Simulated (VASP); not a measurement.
# RbBr (I-4m2) in VASP: further runs, part 2 of 2

VASP 6.6.1. Earlier steps stand in the parts before.

### 3 Single point, r2SCAN (biaxial_xy strain -1.6%)

Input file POSCAR:

```
RbBr
1.0
    0.0000000000      3.8091327135      3.8694968646
    3.8091327135      0.0000000000      3.8694968646
    3.8091327135      3.8091327135      0.0000000000
Rb Br
1 1
Direct
    0.0000000000      0.0000000000      0.0000000000
    0.2500000000      0.2500000000      0.2500000000
```

Input file INCAR.step1:

```
PREC = Accurate
ENCUT = 520
ISMEAR = 0
SIGMA = 0.01
LREAL = F
LASPH = T
NELM = 80
NBANDS = 15
GGA = PE
ALGO = Normal
EDIFF = 1E-4
LWAVE = T
LCHARG = F
```

Input file INCAR.step2:

```
PREC = Accurate
ENCUT = 520
EDIFF = 1E-6
ISMEAR = 0
SIGMA = 0.01
LREAL = F
LASPH = T
NELM = 80
ALGO = Normal
ISIF = 2
LWAVE = F
LCHARG = F
METAGGA = R2SCAN
LMIXTAU = T
NBANDS = 15
ISTART = 1
```

Input file KPOINTS:

```
regular mesh
0
Gamma
  6 6 6
```

Potentials or basis: VASP PAW PBE potentials, release 64 (Rb_sv, Br).

Run with:

```
$ cat potpaw_PBE.64/Rb_sv/POTCAR potpaw_PBE.64/Br/POTCAR > POTCAR
$ cp INCAR.step1 INCAR
$ mpirun -np 1 vasp_std > vasp.out
$ cp INCAR.step2 INCAR
$ mpirun -np 1 vasp_std > vasp.out
```

OUTCAR:

```text
PREC = Accurate
   ENCUT = 520
   EDIFF = 1E-6
   ISMEAR = 0
   LREAL = F
   LASPH = T
   NELM = 80
   ISIF = 2
   METAGGA = R2SCAN
   ISTART = 1

 ion  position               nearest neighbor table
   1  0.000  0.000  0.000-   2 3.32   2 3.32   2 3.32   2 3.32
   2  0.250  0.250  0.250-   1 3.32   1 3.32   1 3.32   1 3.32

  LATTYP: Found a body centered tetragonal cell.
 ALAT       =     5.3869271443
 C/A-ratio  =     1.4366249110

  Lattice vectors:

 A1 = (  -3.8091327135,   0.0000000000,   3.8694968646)
 A2 = (   3.8091327135,   0.0000000000,   3.8694968646)
 A3 = (   0.0000000000,   3.8091327135,  -3.8694968646)

Analysis of symmetry for initial positions (statically):
=====================================================================
 Subroutine PRICEL returns:
 Original cell was already a primitive cell.

 Routine SETGRP: Setting up the symmetry group for a
 body centered tetragonal supercell.

 Subroutine GETGRP returns: Found  8 space group operations
 (whereof  8 operations were pure point group operations)
 out of a pool of 16 trial point group operations.

The static configuration has the point symmetry D_2d.
[... 167 lines left out ...]
 Fermi energy:        -3.2373071252

 k-point     1 :       0.0000    0.0000    0.0000
  band No.  band energies     occupation
      1     -28.6608      2.00000
      2     -15.6953      2.00000
      3     -12.2240      2.00000
      4     -12.2240      2.00000
      5     -12.2219      2.00000
      6      -3.4765      2.00000
      7      -3.4719      2.00000
      8      -3.4719      2.00000
      9       1.3088      0.00000
     10       5.4997      0.00000
     11       5.6153      0.00000
     12       6.4912      0.00000
     13       6.5841      0.00000
     14       6.5842      0.00000
[... 401 lines left out ...]
      2     -15.7577      2.00000
      3     -12.2635      2.00000
      4     -12.2525      2.00000
      5     -12.1229      2.00000
      6      -3.7169      2.00000
      7      -3.4219      2.00000
      8      -3.3882      2.00000
      9       3.1376      0.00000
     10       3.9465      0.00000
     11       5.5449      0.00000
     12       5.9886      0.00000
     13       6.9057      0.00000
     14       7.0581      0.00000
     15       7.1730      0.00000

 [... further k-points ...]
[... 5 lines left out ...]
  --------------------------------------------------------------------------------------
  -------------------------------------------------------------------------------------
  Total        0.2143405      0.2143405      0.2178137      0.0000000     -0.0000000      0.0000000
  in kB        3.0582861      3.0582861      3.1078424      0.0000000     -0.0000000      0.0000000
  external PRESSURE =       3.0748048 kB  Pullay stress =       0.0000000 kB

 VOLUME and BASIS-vectors are now :
 -----------------------------------------------------------------------------
  energy-cutoff  :      520.00
  volume of cell :      112.29
      direct lattice vectors                 reciprocal lattice vectors
     0.000000000  3.809132713  3.869496865    -0.131263476  0.131263476  0.129215766
     3.809132713  0.000000000  3.869496865     0.131263476 -0.131263476  0.129215766
     3.809132713  3.809132713  0.000000000     0.131263476  0.131263476 -0.129215766

 POSITION                                       TOTAL-FORCE (eV/Angst)
 -----------------------------------------------------------------------------------
      0.00000      0.00000      0.00000         0.000000      0.000000      0.000000
      1.90457      1.90457      1.93475        -0.000000     -0.000000     -0.000000
 -----------------------------------------------------------------------------------
    total drift:                               -0.000000     -0.000000     -0.000000

  FREE ENERGIE OF THE ION-ELECTRON SYSTEM (eV)
  ---------------------------------------------------
  free  energy   TOTEN  =       -30.8753888658 eV

  energy  without entropy=      -30.8753888658  energy(sigma->0) =      -30.87538887
```

Run time: 2.5 min. Hardware: 1 thread of Intel Xeon Platinum 8259CL at 2.50GHz (Skylake/Cascade Lake), shared host; peak memory 0.28 GiB.

What came out:

```yaml
Free_energy: -30.8754 eV
Pressure: 0.3 GPa
Band_gap_on_the_k_mesh: 4.68 eV, indirect (least direct gap 4.78 eV)
```

Levels at points of the mesh, in eV from the valence-band top:
| k point | band 5 | band 6 | band 7 | band 8 | band 9 | band 10 | band 11 | band 12 |
| --- | --- | --- | --- | --- | --- | --- | --- | --- |
| (0.00, 0.00, 0.00) | -8.85 | -0.11 | -0.10 | -0.10 | 4.68 | 8.87 | 8.98 | 9.86 |
| (0.50, 0.00, 0.00) | -8.80 | -0.30 | -0.06 | -0.05 | 7.00 | 7.03 | 8.49 | 8.55 |
| (0.50, 0.50, 0.00) | -8.75 | -0.41 | 0.00 | 0.00 | 6.39 | 7.31 | 9.50 | 9.90 |
| (0.50, 0.00, 0.50) | -8.75 | -0.40 | -0.01 | -0.01 | 6.41 | 7.32 | 9.59 | 9.85 |

Caveat: the PAW data sets were made with another functional, which shifts forces and pressure a little.

### 4 Single point, HSE06 (epitaxial_xy strain +6.0%)

Input file POSCAR:

```
RbBr
1.0
    0.0000000000      4.1005058274      3.2920698221
    4.1005058274      0.0000000000      3.2920698221
    4.1005058274      4.1005058274      0.0000000000
Rb Br
1 1
Direct
    0.0000000000      0.0000000000      0.0000000000
    0.2500000000      0.2500000000      0.2500000000
```

Input file INCAR.step1:

```
PREC = Accurate ; ENCUT = 520
EDIFF = 1E-5 ; ISMEAR = 0
SIGMA = 0.01 ; LREAL = F
LASPH = T ; NELM = 60
ALGO = Normal ; ISIF = 2
LWAVE = T ; NBANDS = 15
GGA = PE
```

Input file INCAR.step2:

```
PREC = Accurate ; ENCUT = 520
EDIFF = 1E-6 ; ISMEAR = 0
SIGMA = 0.01 ; LREAL = F
LASPH = T ; NELM = 60
ALGO = Normal ; ISIF = 2
LWAVE = F ; LCHARG = T
GGA = PE ; LHFCALC = T
HFSCREEN = 0.2079 ; PRECFOCK = Normal
LELF = T ; LVHAR = T
NBANDS = 15 ; ISTART = 1
```

Input file KPOINTS:

```
regular mesh
0
Gamma
  4 4 4
```

Run with:

```
$ cat potpaw_PBE.64/Rb_sv/POTCAR potpaw_PBE.64/Br/POTCAR > POTCAR
$ cp INCAR.step1 INCAR
$ mpirun -np 1 vasp_std > vasp.out
$ cp INCAR.step2 INCAR
$ mpirun -np 1 vasp_std > vasp.out
```

It took 16 min on 1 thread of Intel Xeon Platinum 8259CL at 2.50GHz (Skylake/Cascade Lake), shared host; peak memory 0.38 GiB.

The run converged. Its results:

| Item | Value |
| --- | --- |
| Free energy | -6.8732 eV |
| Pressure | 0.2 GPa |
| Band gap on the k mesh | 5.15 eV, indirect (least direct gap 5.24 eV) |

Stress tensor (GPa, compression positive):
```
0.26 0.00 0.00
0.00 0.26 0.00
0.00 0.00 0.13
```

Levels at points of the mesh, in eV from the valence-band top:
| k point | band 5 | band 6 | band 7 | band 8 | band 9 | band 10 | band 11 | band 12 |
| --- | --- | --- | --- | --- | --- | --- | --- | --- |
| (0.00, 0.00, 0.00) | -9.22 | -0.13 | -0.13 | -0.09 | 5.15 | 8.74 | 9.90 | 10.11 |
| (0.50, 0.00, 0.00) | -9.17 | -0.38 | -0.14 | -0.05 | 7.45 | 7.73 | 8.65 | 9.63 |
| (0.50, 0.50, 0.00) | -9.18 | -0.38 | -0.12 | -0.12 | 7.28 | 7.79 | 10.17 | 10.17 |
| (0.50, 0.00, 0.50) | -9.10 | -0.52 | -0.04 | 0.00 | 6.94 | 7.70 | 9.64 | 9.99 |

Caveat: the PAW data sets were made with another functional, which shifts forces and pressure a little. A k mesh can miss the band edges.

### 5 The runs side by side

```tsv
level	cell	k mesh	smearing	exchange at q = 0	grid for exact exchange (PRECFOCK)	screening parameter	gap on the mesh (eV)	pressure (GPa)
PBE	epitaxial_xy strain +6.0%	6 × 6 × 6	fermi-dirac 0.02 eV	-	-	-	4.03	0.3
r2SCAN	biaxial_xy strain -1.6%	6 × 6 × 6	gaussian 0.01 eV	-	-	-	4.68	0.3
HSE06	epitaxial_xy strain +6.0%	4 × 4 × 4	gaussian 0.01 eV	truncated	Normal	0.2079 1/A	5.15	0.2
```

Alike in all rows: task single point; potentials or basis VASP PAW PBE potentials, release 64 (Rb_sv, Br); no spin polarisation; cutoff (eV) 520.

Caveats: the PAW data sets were made with another functional, which shifts forces and pressure a little (some runs).

Total energies depend on the potentials used, so only differences within one code and one set of settings carry meaning.
